**Problem.** Rutile, TiO₂, is a white pigment because it absorbs hardly any visible light. The table sets its computed band gap, from several programs and several functionals, beside a gap measured by the diffuse reflectance of a powder. All runs use the same cell, and the gap is the distance from the highest filled to the lowest empty level on the k-mesh. The last column is the computed gap less the measured one, so a negative entry means a gap that is too small.

Kohn-Sham band gaps of rutile TiO₂ from several programs and functionals, all in one fixed cell (a = 4.6 Å, c = 2.959 Å), without spin polarisation or spin-orbit coupling; PBE+U has U = 3 eV on Ti 3d. The measured gap is 3 eV, an optical gap from a Kubelka-Munk plot of the diffuse reflectance of a powder (pmc:9404286; values found: 2.96 to 3.2 eV).

| program | functional | how the value is got | potentials or basis | wave cutoff (eV) | k-mesh | computed band gap (eV) | computed less measured (eV) |
| --- | --- | --- | --- | --- | --- | --- | --- |
| OpenMX 3.8.5 | PBE | Kohn-Sham, on the mesh | OpenMX 2013 PBE set | n/a | 7x7x9 | 1.679 | -1.32 |
| ABINIT 10.8.3 (1) | LDA | Kohn-Sham, on the mesh | JTH PAW LDA v2.0 | 626 | 5x5x7 | 1.774 | -1.23 |
| GPAW 26.7.0 (1) | LDA | Kohn-Sham, on the mesh | GPAW PAW data sets (gpaw data 1.2.1) | 650 | 5x5x7 | 1.790 | -1.21 |
| ABINIT 10.8.3 (2) | PBEsol | Kohn-Sham, on the mesh | JTH PAW PBE v2.0 | 626 | 5x5x7 | 1.822 | -1.18 |
| Quantum ESPRESSO 7.5 | PBE | Kohn-Sham, on the mesh | SSSP 1.3 efficiency PBE | 748 | 6x6x9 | 1.856 | -1.14 |
| ABINIT 10.8.3 (3) | PBE | Kohn-Sham, on the mesh | JTH PAW PBE v2.0 | 626 | 5x5x7 | 1.859 | -1.14 |
| GPAW 26.7.0 (2) | PBE | Kohn-Sham, on the mesh | GPAW PAW data sets (gpaw data 1.2.1) | 800 | 4x4x6 | 1.873 | -1.13 |
| ABACUS 3.10.1 | PBE | Kohn-Sham, on the mesh | PseudoDojo NC SR 0.4.1 PBE standard | 1143 | 6x6x9 | 1.884 | -1.12 |
| DFTK 0.8.2 | PBE | Kohn-Sham, on the mesh | dojo.nc.sr.pbe.v0_4_1.standard | 1143 | 6x6x9 | 1.884 | -1.12 |
| JDFTx 1.7.0 (patched build) | PBE | Kohn-Sham, on the mesh | PseudoDojo SR PBE 0.5 standard | 1143 | 6x6x9 | 1.884 | -1.12 |
| GPAW 26.7.0 (3) | PBE+U | Kohn-Sham, on the mesh | GPAW PAW data sets (gpaw data 1.2.1) | 650 | 5x5x7 | 2.353 | -0.65 |

Three explanations compete for the negative entries. The programs may be inaccurate, the wrong semilocal functional may have been chosen, or LDA and its gradient-corrected relatives may share a fault. Weigh them in turn.

### (a) Could better numerics close the distance to experiment?

*Solution.* The suspicion is natural, since programs that all claim to solve the PBE equations print different gaps. What matters is how large their disagreement is beside the error to be explained. The six PBE rows computed with plane waves differ by at most 0.03 eV. On average they fall 1.13 eV short of the listed measured gap, roughly forty times as much.

These six rows are a fair test because their potentials, cutoffs and meshes vary. ABACUS, DFTK and JDFTx print the same gap, 1.884 eV, but they share one family of potentials. Their agreement shows that three programs solve the same equations alike. The evidence on the potentials comes from Quantum ESPRESSO, ABINIT and GPAW, which use other sets and still stay close.

OpenMX breaks the pattern. Its PBE gap of 1.679 eV lies 0.18 eV below the lowest plane-wave PBE value, and even below both LDA gaps. It is the one program here that describes the electrons by orbitals centred on the atoms, and its potentials are its own as well. Either could be responsible; a run with a larger orbital basis would test the first.

Even with OpenMX included, the PBE gaps spread over only 0.21 eV, less than a fifth of the shortfall. The row still carries a warning for anyone who mixes sources. Set beside the LDA value of ABINIT, the OpenMX result would suggest that PBE narrows the gap of rutile. Part (b) shows that within one program the opposite happens.

The reference is uncertain too, but not by enough to rescue the first explanation. The measured values found run from 2.96 to 3.2 eV. The highest plane-wave PBE gap is still 1.08 eV below the lowest of them. Numerics therefore account for the scatter among the programs and leave the large common error standing.

### (b) Does the choice among LDA, PBEsol and PBE matter more?

*Solution.* To isolate the functional, follow the three ABINIT rows, which share cutoff and mesh. Two reservations apply: the PBEsol run borrows the PAW data sets made for PBE, and ABINIT warns in all three runs that the PAW spheres of neighbouring atoms overlap, though only slightly. A second program with other data sets is therefore a useful check on the step from LDA to PBE. The gap rises from 1.774 eV with LDA through 1.822 eV with PBEsol to 1.859 eV with PBE. The whole step, 0.085 eV, is about 7 % of the LDA shortfall. It is also smaller than the differences among the measured values.

The step can be tested in a second program. If the effects of program and functional simply add, the GPAW gap with PBE should equal its LDA gap plus the step found in ABINIT:

1.790 eV + (1.859 − 1.774) eV = 1.875 eV.

GPAW gives 1.873 eV. The two GPAW rows also differ in cutoff and mesh, so the close match suggests that these settings hardly affect the gap, a point that part (c) will use. For the mesh there is a reason: the gap is direct in every run, it lies at the zone centre Γ in the runs that print the levels there, and the GPAW meshes contain that point.

The step belongs to this fixed cell. At this volume the LDA runs are under tension and would shrink if released, while the PBE runs are under compression and would expand. Relaxing the cell separately for each functional would add the effect of a changed volume to the step. Here the functionals are compared on the same arrangement of atoms.

Why do three functionals with different formulas make nearly the same error? Each builds one potential from the electron density, and PBE and PBEsol also use its gradient. Filled and empty levels feel this same potential. Going from LDA to PBE reshapes it somewhat, but gives it no means of treating a level differently according to whether an electron occupies it.

A true gap requires such a difference. It is the energy needed to take an electron out of the crystal, less the energy gained when one is added to the unchanged crystal. In exact density-functional theory the potential jumps by a constant when the electron number passes that of the filled bands, and this jump is part of the gap. The potential of LDA, PBEsol or PBE has no such jump in a solid, so the distance between its levels lacks that contribution. Meta-GGAs, which also use the kinetic-energy density of the orbitals, can act differently on filled and empty levels and so widen the gap; none is in the table.

A second part of the fault is easier to picture. In a semilocal calculation an electron is partly repelled by its own charge, because the approximate exchange doesn't cancel this self-repulsion completely. Filled, compact levels are pushed up by it. In rutile the top of the filled bands consists mainly of oxygen 2p orbitals and the bottom of the empty bands mainly of titanium 3d orbitals, so raising the oxygen levels narrows the gap.

The numbers thus rule out a change from one of these semilocal functionals to another as the remedy. That the remaining error comes from their common form is the verdict of theory, which the table supports by removing the two rivals. The measured edge is not quite the quantity computed. Light creates an electron and a hole that attract each other, and the zero-point motion of the atoms usually lowers a gap further; correcting for both would enlarge the shortfall. On the other side, the lowest direct transition of rutile is dipole-forbidden, so an edge read from reflectance can lie somewhat above the smallest gap. The runs size none of these effects.

### (c) A correction U = 3 eV on the titanium 3d orbitals raises the gap. How large a rise does a simple estimate give, and does the smaller error show that the cure is right?

*Solution.* The +U correction supplies, for one shell, what part (b) found lacking: a potential that depends on occupation. In its usual simplified form it adds the energy (U/2)(n − n²) for each d orbital of one spin, where n is the occupation of that orbital, between 0 and 1. The derivative with respect to n is the shift of the orbital's level:

shift = U(½ − n).

An empty d orbital moves up by U/2, a full one moves down by U/2, and a half-filled one stays put.

For the estimate, take the ionic picture literally. Titanium is then Ti⁴⁺ with an empty 3d shell, the lowest empty band is pure 3d, and the highest filled band is pure oxygen 2p. The correction lifts the first by U/2 and leaves the second alone. Starting from the GPAW gap with PBE, the estimate is

1.873 eV + ½ × 3 eV = 3.373 eV.

The GPAW calculation with PBE+U gives 2.353 eV. The gap has risen by 0.48 eV, about a third of the predicted 1.5 eV. The PBE+U row has a different cutoff and mesh from the PBE row, but the additive check in part (b) makes it unlikely that these settings matter at this scale. The ionic picture gets the direction right and the size wrong by a factor of three.

The failure is instructive, because the bonds in rutile are partly covalent. Oxygen 2p and titanium 3d orbitals mix, so the filled bands carry some d character and the d orbitals are not truly empty. A charge count in the JDFTx run leaves titanium at about +1.4, far from the formal +4. Such counts depend on how the charge is divided among the atoms, and another scheme in the OpenMX run gives about +0.8, but both agree with the chemical picture.

Mixing weakens the correction in two ways. Where n is above zero, the factor ½ − n is smaller than one half. And since a band edge feels the shift only in proportion to its d character, an empty band that is partly oxygen moves less than a pure d level. If the d orbitals are less than half filled, any d character at the top of the filled bands moves that edge up as well, which takes something back from the gap.

The electrons also respond. Raising the d levels drives some charge from titanium back to oxygen. Titanium becomes more positive and attracts electrons more strongly, which pulls its d levels down again. Theory expects both mixing and response to reduce the rise, but the gap alone doesn't tell how much each contributes.

The formula also shows what to look for in a related oxide whose metal d shell is formally empty. There U on the d shell opens the gap effectively when the lowest empty band is made of nearly empty d orbitals and the highest filled band contains few of them. If neither band edge has much d character, the same U has little to act on. Among such oxides the amount of d character at the two edges is therefore a better guide than the formal charge of the metal. Nearly full d orbitals at the filled edge are a different case: U moves them down, which also opens the gap.

Does the smaller error validate U = 3 eV? It does not. The correction closes about 42 % of the GPAW shortfall with PBE and leaves 0.65 eV. A larger U would presumably close more, but a value chosen to reproduce the measured gap would only return what was put in. It would also make the titanium levels compensate for an error that sits partly in the oxygen levels, which this U doesn't correct directly. Nor does the value carry over between programs: n is counted by projecting onto d orbitals that each program defines in its own way, so the same U can give a different rise elsewhere.

The established remedies act on both edges. Hybrid functionals mix in some exact exchange, which cancels part of the self-repulsion in every filled orbital, oxygen 2p included, and separates filled from empty levels. The GW method calculates the energies of removing and adding an electron, with the response of the other electrons included. Taken as an absorption edge, the PBE gap of about 1.9 eV would make this white pigment absorb much of the visible spectrum, and no change of program or finer mesh will repair that.
